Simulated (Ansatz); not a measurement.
# Al₂O₃: 17O NMR of the central transition

Cell: a Materials Project structure (computed, not necessarily an observed phase), taken as it stands.

Space group Pbcn (No. 60); a = 7.0899, b = 4.8469, c = 4.9854 Å.

```csv
site,Wyckoff,site symmetry,x,y,z
Al,8d,1,0.3904,0.2522,0.0305
O9,8d,1,0.6540,0.1070,0.1020
O17,4c,.2.,0.0000,0.0494,0.2500
```

One atom of each set is listed.

All values are calculated (Ansatz; DFT, r2SCAN, plane waves and PAW, scalar-relativistic, 500 eV cutoff, Γ-centred 3×5×5 k-points, Fermi–Dirac smearing 0.02 eV), not measured.

17O has I = 5/2 and Q = -25.58 mb (Pyykkö 2018); at 28.2 T its Larmor frequency is ν₀ = 162.8 MHz. Only the quadrupole interaction is simulated: positions count from each site's isotropic chemical shift, and J coupling is left out, as are shift anisotropy and dipolar coupling, which fast spinning averages.

Problem. What does the 17O spectrum (fast magic-angle spinning) show for each site?

Solution. 

```tsv
site	first shell	C_Q (MHz)	η	P_Q (MHz)	δ_QIS (ppm)	breadth (kHz)
O9	4 Al at 1.89–2.03 Å; also 4 Al at 3.02–3.33 Å	2.49	0.21	2.51	-1.43	0.526
O17	4 Al at 1.87–1.97 Å; also 2 Al at 3.13 Å	1.85	0.32	1.88	-0.799	0.299
```

δ_QIS = −(ν_Q²/30ν₀²)[I(I+1) − 3/4](1 + η²/3) × 10⁶ ppm with ν_Q = 3|C_Q|/[2I(2I−1)]; it falls as 1/B₀² in ppm, and the breadth as 1/B₀ in kHz.

At this cell the r2SCAN pressure is -7 GPa, so with r2SCAN the cell would shrink if it were relaxed. The entry's cell may itself be off.
